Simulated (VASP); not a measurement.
Crystal: CeO.

```
CELL_PARAMETERS angstrom
1.23186 0.71121 3.93039
-1.23186 0.71121 3.93039
0.00000 -1.42242 3.93039
ATOMIC_POSITIONS crystal
Ce 0.50000 0.50000 0.50000
O 0.00000 0.00000 0.00000
```

The cell comes from a database or a generator and needn't be the stable form of this composition.

Base run:

| Item | Value |
| --- | --- |
| Program | VASP 6.6.1 |
| Functional | LDA |
| Potentials or basis | VASP PAW LDA potentials, release 64 (Ce, O) |
| Cutoff | 520 eV |
| k mesh | 9 × 9 × 9 |
| Occupations | gaussian, width 0.05 eV |
| Spin | collinear spin, ferromagnetic start |
| Starting moments | [1.0, 0.0] μB |
| Hubbard terms | Ce f U = 5 eV |

Its results: pressure 143.9 GPa.

The run is repeated on the same cell with these changes: further incar settings from ALGO = Normal; EDIFF = 1e-07 to ALGO = Normal; EDIFF = 1e-06; NBANDS = 20; fixed moment from none to 2 μB. What comes out?

Pressure 161.1 GPa; site moments Ce +1.96; O +0.18 μB.

Caveats: the magnetic or orbital state may not be the lowest; a pressure of tens of GPa on the cell as given is suspect, and the run, the potentials or the cell itself is likely at fault; the total moment is fixed, so each spin has its own Fermi level (some runs).
